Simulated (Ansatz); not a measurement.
# Hf2S: convergence and cost

This session on Hf2S sets out to see how the k-point mesh moves the results.

Computed with Ansatz 0.2.0 (DFT r2SCAN, scalar-relativistic, plane waves, PAW, unless a step's input says otherwise).

3 further runs of the same task are left out: 3 for a known fault of the program. Runs told in other sessions of the task aren't counted.

## Step 1: The starting structure

It takes space group P6_3/mmc (No. 194, hexagonal). Conventional cell: a = 3.374 Å, b = 3.374 Å, c = 11.717 Å, α = 90.00°, β = 90.00°, γ = 120.00°. Hf (site symmetry 3m) has 3 S at 2.62 Å in its first shell of neighbours. S (site symmetry -6m2) is surrounded by 6 Hf at 2.62 Å.

As a file:

```cif
data_structure
_symmetry_space_group_name_H-M 'P 1'
_symmetry_Int_Tables_number 1
_cell_length_a 3.3743
_cell_length_b 3.3743
_cell_length_c 11.7174
_cell_angle_alpha 90.000
_cell_angle_beta 90.000
_cell_angle_gamma 120.000
_cell_volume 115.54
loop_
_atom_site_label
_atom_site_type_symbol
_atom_site_fract_x
_atom_site_fract_y
_atom_site_fract_z
_atom_site_occupancy
Hf1 Hf 0.66667 0.33333 0.89981 1
Hf2 Hf 0.33333 0.66667 0.39981 1
Hf3 Hf 0.66667 0.33333 0.60019 1
Hf4 Hf 0.33333 0.66667 0.10019 1
S1 S 0.00000 0.00000 0.75000 1
S2 S 0.00000 0.00000 0.25000 1
```

Source of the structure: the Materials Project (structure only). It is taken as it stands there.

## Step 2: The base run, which the others are set against

input.yaml

```yaml
crystal:
  lattice:
    - [3.3742737662, 0.0, 0.0]
    - [-1.6871368831, 2.9222068008, 0.0]
    - [0.0, 0.0, 11.71740703]
  atoms:
    - { symbol: Hf, position: [0.66666667, 0.33333333, 0.89981164] }
    - { symbol: Hf, position: [0.33333333, 0.66666667, 0.39981164] }
    - { symbol: Hf, position: [0.66666667, 0.33333333, 0.60018836] }
    - { symbol: Hf, position: [0.33333333, 0.66666667, 0.10018836] }
    - { symbol: S, position: [0.0, 0.0, 0.75] }
    - { symbol: S, position: [0.0, 0.0, 0.25] }
basis:
  ecutwfc: 500
kpoints:
  mp_grid: { grid: [12, 12, 4] }
hamiltonian:
  xc: r2scan
scf:
  occupations: { method: gaussian, width: 0.1 }
output:
  forces: true
  stress: true
  eigenvalues: true
  populations: true
  write_density: true
  write_potential: true
  elf: true
  volumetric_format: npy
```

Its results, from an earlier run: -10791.8154 eV/atom at zero smearing, pressure 0.89 GPa, largest force 0.015 eV/Å, no gap on the mesh, in 8 SCF cycles and 2.1 min.

## Step 3: K-point mesh set to 1×1×1

input.yaml

```yaml
crystal:
  lattice:
    - [3.3742737662, 0.0, 0.0]
    - [-1.6871368831, 2.9222068008, 0.0]
    - [0.0, 0.0, 11.71740703]
  atoms:
    - { symbol: Hf, position: [0.6666666667, 0.3333333333, 0.89981164] }
    - { symbol: Hf, position: [0.3333333333, 0.6666666667, 0.39981164] }
    - { symbol: Hf, position: [0.6666666667, 0.3333333333, 0.60018836] }
    - { symbol: Hf, position: [0.3333333333, 0.6666666667, 0.10018836] }
    - { symbol: S, position: [0.0, 0.0, 0.75] }
    - { symbol: S, position: [0.0, 0.0, 0.25] }
basis:
  ecutwfc: 500
kpoints:
  mp_grid: { grid: [1, 1, 1] }
hamiltonian:
  xc: r2scan
scf:
  occupations: { method: gaussian, width: 0.1 }
output:
  forces: true
  stress: true
  eigenvalues: true
```

Run with:

```console
> ansatz run input.yaml --threads 1 --pin off --max-ram 2560MiB --backend cpu --events-out ev --progress --plain --runs-dir out
```

The log of the run, shortened:

```text
Warning: RAYON_NUM_THREADS=1 ignored (pool sized by the plan → 1); use --threads N
[...]
Pseudopotentials: kind: paw
Pseudopotential: Hf, paw, valence charge 26, recommended cutoff 500 eV (meta_gga), Hf.paw.azcp
Pseudopotential: S, paw, valence charge 6, recommended cutoff 500 eV (meta_gga), S.paw.azcp
Functional definition: r2SCAN
[...]
Crystal: 6 atoms, lattice volume = 115.537 Å³
Basis set: ecut = 500 eV, 2923 PW (Γ), exchange–correlation on 100×100×360 points (64 copies of the dense FFT grid, shifted against one another)
Bands: 70, of which v1, the nominal top of the filled ones, is band 58 counted from 1 (57 counted from 0)
Symmetry: 24 space group operations
Space group: P63/mmc (ITA 194), of the structure as read, at distance tolerance 4.9e-5 Å
k-points: 1
[...]
SCF iter   1: F=—  HF=-64738.998617 eV  |F-HF|=—  |Δ(HF+E_count)|=         —  Δρ=5.31e-2  dr2=3.19e0  dr2_τ=3.48e-1  ethr=1.77e-3  ⟨swp⟩=5.0  Hψ=227  notcnv=0
[...]
SCF iter   9: F=-64739.249158 eV  HF=-64739.249158 eV  |F-HF|=3.22e-9  |Δ(HF+E_count)|=   1.80e-7  Δρ=6.82e-6  dr2=4.52e-8  dr2_τ=2.77e-9  ethr=8.62e-11  ⟨swp⟩=9.0  Hψ=322  notcnv=0
[...]
SCF converged after 9 iterations
Free energy (F): -64739.249158 eV
[...]
E sigma→0 (E₀):  -64739.169022 eV
Entropy (-TS):   -0.160272 eV (-26.712 meV/atom)
Fermi energy:    19.084032 eV
[...]
--- Forces (eV/Å), atoms counted from 1 ---
  atom   1  Hf     0.00000000     0.00000000    -3.94679964
  atom   2  Hf    -0.00000000     0.00000000    -3.94679964
  atom   3  Hf     0.00000000     0.00000000     3.94679964
  atom   4  Hf    -0.00000000     0.00000000     3.94679964
  atom   5  S      0.00000000    -0.00000000     0.00000000
  atom   6  S     -0.00000000    -0.00000000     0.00000000
[...]
--- Stress (GPa, compression-positive) ---
       30.322243       0.000000       0.000000
        0.000000      30.322243      -0.000000
        0.000000      -0.000000      31.937222
  P = ⅓ Tr σ = 30.8606 GPa (308.606 kbar)
--- Band table (eV) ---
[...]
```

It took 7.5 s on 1 thread of Intel Xeon at 2.50GHz (Skylake/Cascade Lake), shared host; peak memory 0.56 GiB.

Read-out: -10789.8615 eV/atom at zero smearing, pressure 30.86 GPa, largest force 3.947 eV/Å and no gap on the mesh.

## Step 4: K-point mesh: 3×3×1

Changes to input.yaml since step 3:

```diff
@@ -15,3 +15,3 @@
 kpoints:
-  mp_grid: { grid: [1, 1, 1] }
+  mp_grid: { grid: [3, 3, 1] }
 hamiltonian:
```

Run with:

```console
> ansatz run input.yaml --threads 1 --pin off --max-ram 2560MiB --backend cpu --events-out ev --progress --plain --runs-dir out
```

The log of the run, shortened:

```text
[...]
SCF converged after 8 iterations
Free energy (F): -64750.703854 eV
[...]
E sigma→0 (E₀):  -64750.684708 eV
Entropy (-TS):   -0.038294 eV (-6.382 meV/atom)
Fermi energy:    18.329152 eV
[...]
--- Forces (eV/Å), atoms counted from 1 ---
  atom   1  Hf    -0.00000000    -0.00000000    -0.22795823
  atom   2  Hf     0.00000000     0.00000000    -0.22795823
  atom   3  Hf    -0.00000000    -0.00000000     0.22795823
  atom   4  Hf     0.00000000     0.00000000     0.22795823
  atom   5  S      0.00000000     0.00000000     0.00000000
  atom   6  S      0.00000000    -0.00000000     0.00000000
[...]
--- Stress (GPa, compression-positive) ---
        0.336861      -0.000000       0.000000
        0.000000       0.336861       0.000000
        0.000000       0.000000       4.123261
  P = ⅓ Tr σ = 1.5990 GPa (15.990 kbar)
--- Band table (eV) ---
[...]
```

Wall time 9.1 s (1 thread of Intel Xeon at 2.50GHz (Skylake/Cascade Lake), shared host); peak memory 0.61 GiB.

Result: -10791.7808 eV/atom at zero smearing, pressure 1.60 GPa, largest force 0.228 eV/Å and no gap on the mesh.

## Step 5: K-point mesh set to 6×6×1

Changes to input.yaml since step 4:

```diff
@@ -15,3 +15,3 @@
 kpoints:
-  mp_grid: { grid: [3, 3, 1] }
+  mp_grid: { grid: [6, 6, 1] }
 hamiltonian:
```

Run with:

```console
> ansatz run input.yaml --threads 1 --pin off --max-ram 2560MiB --backend cpu --events-out ev --progress --plain --runs-dir out
```

The log of the run, shortened:

```text
Warning: RAYON_NUM_THREADS=1 ignored (pool sized by the plan → 1); use --threads N
[...]
Pseudopotentials: kind: paw
Pseudopotential: Hf, paw, valence charge 26, recommended cutoff 500 eV (meta_gga), Hf.paw.azcp
Pseudopotential: S, paw, valence charge 6, recommended cutoff 500 eV (meta_gga), S.paw.azcp
Functional definition: r2SCAN
[...]
Crystal: 6 atoms, lattice volume = 115.537 Å³
Basis set: ecut = 500 eV, 2923 PW (Γ), exchange–correlation on 100×100×360 points (64 copies of the dense FFT grid, shifted against one another)
Bands: 70, of which v1, the nominal top of the filled ones, is band 58 counted from 1 (57 counted from 0)
Symmetry: 24 space group operations
Space group: P63/mmc (ITA 194), of the structure as read, at distance tolerance 4.9e-5 Å
k-points: 7 of 36
[...]
SCF iter   1: F=—  HF=-64750.693114 eV  |F-HF|=—  |Δ(HF+E_count)|=         —  Δρ=9.17e-3  dr2=1.04e-1  dr2_τ=1.15e-1  ethr=1.77e-3  ⟨swp⟩=5.0  Hψ=1582  notcnv=0
[...]
SCF iter   8: F=-64750.785378 eV  HF=-64750.785378 eV  |F-HF|=1.38e-8  |Δ(HF+E_count)|=   6.73e-7  Δρ=8.26e-6  dr2=9.88e-8  dr2_τ=3.80e-9  ethr=8.62e-11  ⟨swp⟩=7.9  Hψ=2568  notcnv=0
[...]
SCF converged after 8 iterations
Free energy (F): -64750.785378 eV
[...]
E sigma→0 (E₀):  -64750.773600 eV
Entropy (-TS):   -0.023557 eV (-3.926 meV/atom)
Fermi energy:    18.424659 eV
[...]
--- Forces (eV/Å), atoms counted from 1 ---
  atom   1  Hf     0.00000000    -0.00000000    -0.17105543
  atom   2  Hf     0.00000000     0.00000000    -0.17105543
  atom   3  Hf    -0.00000000    -0.00000000     0.17105543
  atom   4  Hf     0.00000000     0.00000000     0.17105543
  atom   5  S      0.00000000     0.00000000     0.00000000
  atom   6  S      0.00000000     0.00000000     0.00000000
[...]
--- Stress (GPa, compression-positive) ---
        0.217271       0.000000      -0.000000
        0.000000       0.217271       0.000000
       -0.000000       0.000000       3.054327
  P = ⅓ Tr σ = 1.1630 GPa (11.630 kbar)
--- Band table (eV; the first three rows and the last of 7) ---
[...]
```

Run time: 16 s. Hardware: 1 thread of Intel Xeon at 2.50GHz (Skylake/Cascade Lake), shared host; peak memory 0.67 GiB.

Read-out: -10791.7956 eV/atom at zero smearing, pressure 1.16 GPa, largest force 0.171 eV/Å and no gap on the mesh.

## Step 6: K-point mesh set to 6×6×2

Changes to input.yaml since step 5:

```diff
@@ -15,3 +15,3 @@
 kpoints:
-  mp_grid: { grid: [6, 6, 1] }
+  mp_grid: { grid: [6, 6, 2] }
 hamiltonian:
```

Run with:

```console
> ansatz run input.yaml --threads 1 --pin off --max-ram 2560MiB --backend cpu --events-out ev --progress --plain --runs-dir out
```

The log of the run, shortened:

```text
Warning: RAYON_NUM_THREADS=1 ignored (pool sized by the plan → 1); use --threads N
[...]
Pseudopotentials: kind: paw
Pseudopotential: Hf, paw, valence charge 26, recommended cutoff 500 eV (meta_gga), Hf.paw.azcp
Pseudopotential: S, paw, valence charge 6, recommended cutoff 500 eV (meta_gga), S.paw.azcp
Functional definition: r2SCAN
[...]
Crystal: 6 atoms, lattice volume = 115.537 Å³
Basis set: ecut = 500 eV, 2923 PW (Γ), exchange–correlation on 100×100×360 points (64 copies of the dense FFT grid, shifted against one another)
Bands: 70, of which v1, the nominal top of the filled ones, is band 58 counted from 1 (57 counted from 0)
Symmetry: 24 space group operations
Space group: P63/mmc (ITA 194), of the structure as read, at distance tolerance 4.9e-5 Å
k-points: 14 of 72
[...]
SCF iter   1: F=—  HF=-64750.826898 eV  |F-HF|=—  |Δ(HF+E_count)|=         —  Δρ=9.20e-3  dr2=1.13e-1  dr2_τ=1.14e-1  ethr=1.77e-3  ⟨swp⟩=5.0  Hψ=3166  notcnv=0  defer=4
[...]
SCF iter   8: F=-64750.916713 eV  HF=-64750.916713 eV  |F-HF|=4.56e-9  |Δ(HF+E_count)|=   2.49e-7  Δρ=3.46e-6  dr2=1.30e-8  dr2_τ=2.72e-10  ethr=8.62e-11  ⟨swp⟩=8.4  Hψ=4208  notcnv=0
[...]
SCF converged after 8 iterations
Free energy (F): -64750.916713 eV
[...]
E sigma→0 (E₀):  -64750.909883 eV
Entropy (-TS):   -0.013661 eV (-2.277 meV/atom)
Fermi energy:    18.473222 eV
[...]
--- Forces (eV/Å), atoms counted from 1 ---
  atom   1  Hf     0.00000000    -0.00000000    -0.04314904
  atom   2  Hf    -0.00000000     0.00000000    -0.04314904
  atom   3  Hf     0.00000000    -0.00000000     0.04314904
  atom   4  Hf    -0.00000000     0.00000000     0.04314904
  atom   5  S     -0.00000000     0.00000000     0.00000000
  atom   6  S      0.00000000    -0.00000000     0.00000000
[...]
--- Stress (GPa, compression-positive) ---
        0.872706       0.000000      -0.000000
       -0.000000       0.872706       0.000000
       -0.000000       0.000000       0.723886
  P = ⅓ Tr σ = 0.8231 GPa (8.231 kbar)
--- Band table (eV; the first three rows and the last of 14) ---
[...]
```

Run time: 23 s. Hardware: 1 thread of Intel Xeon at 2.50GHz (Skylake/Cascade Lake), shared host; peak memory 0.69 GiB.

Result: -10791.8183 eV/atom at zero smearing, pressure 0.82 GPa, largest force 0.043 eV/Å and no gap on the mesh.

## Step 7: K-point mesh: 12×12×2

Changes to input.yaml since step 6:

```diff
@@ -15,3 +15,3 @@
 kpoints:
-  mp_grid: { grid: [6, 6, 2] }
+  mp_grid: { grid: [12, 12, 2] }
 hamiltonian:
```

Run with:

```console
> ansatz run input.yaml --threads 1 --pin off --max-ram 2560MiB --backend cpu --events-out ev --progress --plain --runs-dir out
```

The log of the run, shortened:

```text
Warning: RAYON_NUM_THREADS=1 ignored (pool sized by the plan → 1); use --threads N
[...]
Pseudopotentials: kind: paw
Pseudopotential: Hf, paw, valence charge 26, recommended cutoff 500 eV (meta_gga), Hf.paw.azcp
Pseudopotential: S, paw, valence charge 6, recommended cutoff 500 eV (meta_gga), S.paw.azcp
Functional definition: r2SCAN
[...]
Crystal: 6 atoms, lattice volume = 115.537 Å³
Basis set: ecut = 500 eV, 2923 PW (Γ), exchange–correlation on 100×100×360 points (64 copies of the dense FFT grid, shifted against one another)
Bands: 70, of which v1, the nominal top of the filled ones, is band 58 counted from 1 (57 counted from 0)
Symmetry: 24 space group operations
Space group: P63/mmc (ITA 194), of the structure as read, at distance tolerance 4.9e-5 Å
k-points: 38 of 288
[...]
SCF iter   1: F=—  HF=-64750.816328 eV  |F-HF|=—  |Δ(HF+E_count)|=         —  Δρ=9.14e-3  dr2=1.12e-1  dr2_τ=1.14e-1  ethr=1.77e-3  ⟨swp⟩=5.1  Hψ=8619  notcnv=0  defer=9
[...]
SCF iter   8: F=-64750.905666 eV  HF=-64750.905666 eV  |F-HF|=1.01e-8  |Δ(HF+E_count)|=   7.32e-7  Δρ=8.09e-6  dr2=9.64e-8  dr2_τ=3.64e-9  ethr=8.62e-11  ⟨swp⟩=8.2  Hψ=14005  notcnv=0
[...]
SCF converged after 8 iterations
Free energy (F): -64750.905666 eV
[...]
E sigma→0 (E₀):  -64750.898459 eV
Entropy (-TS):   -0.014413 eV (-2.402 meV/atom)
Fermi energy:    18.572416 eV
[...]
--- Forces (eV/Å), atoms counted from 1 ---
  atom   1  Hf     0.00000000     0.00000000    -0.03601700
  atom   2  Hf     0.00000000    -0.00000000    -0.03601700
  atom   3  Hf    -0.00000000     0.00000000     0.03601700
  atom   4  Hf     0.00000000    -0.00000000     0.03601700
  atom   5  S     -0.00000000     0.00000000     0.00000000
  atom   6  S      0.00000000    -0.00000000     0.00000000
[...]
--- Stress (GPa, compression-positive) ---
        0.835714       0.000000       0.000000
       -0.000000       0.835714      -0.000000
        0.000000      -0.000000       0.969794
  P = ⅓ Tr σ = 0.8804 GPa (8.804 kbar)
--- Band table (eV; the first three rows and the last of 38) ---
[...]
```

Wall time 69 s (1 thread of Intel Xeon at 2.50GHz (Skylake/Cascade Lake), shared host); peak memory 0.8 GiB.

This run gives -10791.8164 eV/atom at zero smearing, pressure 0.88 GPa, largest force 0.036 eV/Å and no gap on the mesh.

## Step 8: K-point mesh set to 18×18×4

Changes to input.yaml since step 7:

```diff
@@ -15,3 +15,3 @@
 kpoints:
-  mp_grid: { grid: [12, 12, 2] }
+  mp_grid: { grid: [18, 18, 4] }
 hamiltonian:
```

Run with:

```console
> ansatz run input.yaml --threads 1 --pin off --max-ram 2560MiB --backend cpu --events-out ev --progress --plain --runs-dir out
```

The log of the run, shortened:

```text
[...]
SCF converged after 9 iterations
Free energy (F): -64750.902258 eV
[...]
E sigma→0 (E₀):  -64750.896517 eV
Entropy (-TS):   -0.011482 eV (-1.914 meV/atom)
Fermi energy:    18.598239 eV
[...]
--- Forces (eV/Å), atoms counted from 1 ---
  atom   1  Hf    -0.00000000    -0.00000000    -0.01871635
  atom   2  Hf     0.00000000     0.00000000    -0.01871635
  atom   3  Hf    -0.00000000    -0.00000000     0.01871635
  atom   4  Hf     0.00000000     0.00000000     0.01871635
  atom   5  S      0.00000000     0.00000000     0.00000000
  atom   6  S     -0.00000000    -0.00000000     0.00000000
[...]
--- Stress (GPa, compression-positive) ---
        0.802557      -0.000000       0.000000
        0.000000       0.802557      -0.000000
        0.000000      -0.000000       1.063310
  P = ⅓ Tr σ = 0.8895 GPa (8.895 kbar)
--- Band table (eV; the first three rows and the last of 111) ---
[...]
```

Wall time 3 min (1 thread of Intel Xeon at 2.50GHz (Skylake/Cascade Lake), shared host); peak memory 1.1 GiB.

Result: -10791.8161 eV/atom at zero smearing, pressure 0.89 GPa, largest force 0.019 eV/Å and no gap on the mesh.

## Step 9: K-point mesh set to 18×18×6

Changes to input.yaml since step 8:

```diff
@@ -15,3 +15,3 @@
 kpoints:
-  mp_grid: { grid: [18, 18, 4] }
+  mp_grid: { grid: [18, 18, 6] }
 hamiltonian:
```

Run with:

```console
> ansatz run input.yaml --threads 1 --pin off --max-ram 2560MiB --backend cpu --events-out ev --progress --plain --runs-dir out
```

The log of the run, shortened:

```text
Warning: RAYON_NUM_THREADS=1 ignored (pool sized by the plan → 1); use --threads N
[...]
Pseudopotentials: kind: paw
Pseudopotential: Hf, paw, valence charge 26, recommended cutoff 500 eV (meta_gga), Hf.paw.azcp
Pseudopotential: S, paw, valence charge 6, recommended cutoff 500 eV (meta_gga), S.paw.azcp
Functional definition: r2SCAN
[...]
Crystal: 6 atoms, lattice volume = 115.537 Å³
Basis set: ecut = 500 eV, 2923 PW (Γ), exchange–correlation on 100×100×360 points (64 copies of the dense FFT grid, shifted against one another)
Bands: 70, of which v1, the nominal top of the filled ones, is band 58 counted from 1 (57 counted from 0)
Symmetry: 24 space group operations
Space group: P63/mmc (ITA 194), of the structure as read, at distance tolerance 4.9e-5 Å
k-points: 148 of 1944
[...]
SCF iter   1: F=—  HF=-64750.814198 eV  |F-HF|=—  |Δ(HF+E_count)|=         —  Δρ=9.12e-3  dr2=1.13e-1  dr2_τ=1.14e-1  ethr=1.77e-3  ⟨swp⟩=5.1  Hψ=33628  notcnv=0  defer=31
[...]
SCF iter   9: F=-64750.902942 eV  HF=-64750.902942 eV  |F-HF|=1.62e-9  |Δ(HF+E_count)|=   4.82e-8  Δρ=2.24e-6  dr2=4.77e-9  dr2_τ=5.10e-10  ethr=8.62e-11  ⟨swp⟩=8.6  Hψ=45100  notcnv=0
[...]
SCF converged after 9 iterations
Free energy (F): -64750.902942 eV
[...]
E sigma→0 (E₀):  -64750.897617 eV
Entropy (-TS):   -0.010652 eV (-1.775 meV/atom)
Fermi energy:    18.602881 eV
[...]
--- Forces (eV/Å), atoms counted from 1 ---
  atom   1  Hf    -0.00000000     0.00000000    -0.01180781
  atom   2  Hf     0.00000000    -0.00000000    -0.01180781
  atom   3  Hf    -0.00000000     0.00000000     0.01180781
  atom   4  Hf    -0.00000000    -0.00000000     0.01180781
  atom   5  S      0.00000000     0.00000000     0.00000000
  atom   6  S     -0.00000000     0.00000000     0.00000000
[...]
--- Stress (GPa, compression-positive) ---
        0.807676       0.000000       0.000000
       -0.000000       0.807676      -0.000000
        0.000000      -0.000000       1.021379
  P = ⅓ Tr σ = 0.8789 GPa (8.789 kbar)
--- Band table (eV; the first three rows and the last of 148) ---
[...]
```

Wall time 4 min (1 thread of Intel Xeon at 2.50GHz (Skylake/Cascade Lake), shared host); peak memory 1.3 GiB.

Read-out: -10791.8163 eV/atom at zero smearing, pressure 0.88 GPa, largest force 0.012 eV/Å and no gap on the mesh.

## Step 10: Summary: the k-point mesh

ΔE: energy per atom at zero smearing, less that of the run at 18×18×6. Pressure is positive in compression.

| mesh | ΔE (meV/atom) | pressure (GPa) | largest change of a force component (eV/Å) | irreducible points | SCF cycles | CPU time |
| --- | --- | --- | --- | --- | --- | --- |
| 1×1×1 | 1955 | 30.86 | 3.935 | 1 | 9 | 7.3 s |
| 3×3×1 | 35.5 | 1.60 | 0.216 | 3 | 8 | 9 s |
| 6×6×1 | 20.7 | 1.16 | 0.159 | 7 | 8 | 16 s |
| 6×6×2 | -2.04 | 0.82 | 0.031 | 14 | 8 | 23 s |
| 12×12×2 | -0.14 | 0.88 | 0.024 | 38 | 8 | 69 s |
| 12×12×4 | 0.90 | 0.89 | 0.004 | 57 | 8 | 2.1 min |
| 18×18×4 | 0.18 | 0.89 | 0.007 | 111 | 9 | 3 min |
| 18×18×6 | 0.00 | 0.88 | 0.000 | 148 | 9 | 4 min |

Times: CPU seconds on a shared machine, a rough guide.

## Step 11: Summary of results

```
                                              quantity                        value
k-point mesh: within 10 and 1 meV/atom of 18×18×6 from  6×6×2 for 10; 12×12×2 for 1
```

In words: In the sweep of the k-point mesh, 12×12×2 already comes within 1 meV/atom of the reference, and so do all later runs, at about 0.28 of the reference's time. That is measured against the best run here, which may itself be short of the limit. The error changes sign along the series, since a k mesh isn't variational, and a metal needs dense meshes to resolve its Fermi surface. Forces stay within 0.01 eV/Å of the reference from 12×12×4 on. The runs treat Hf without spin-orbit coupling.
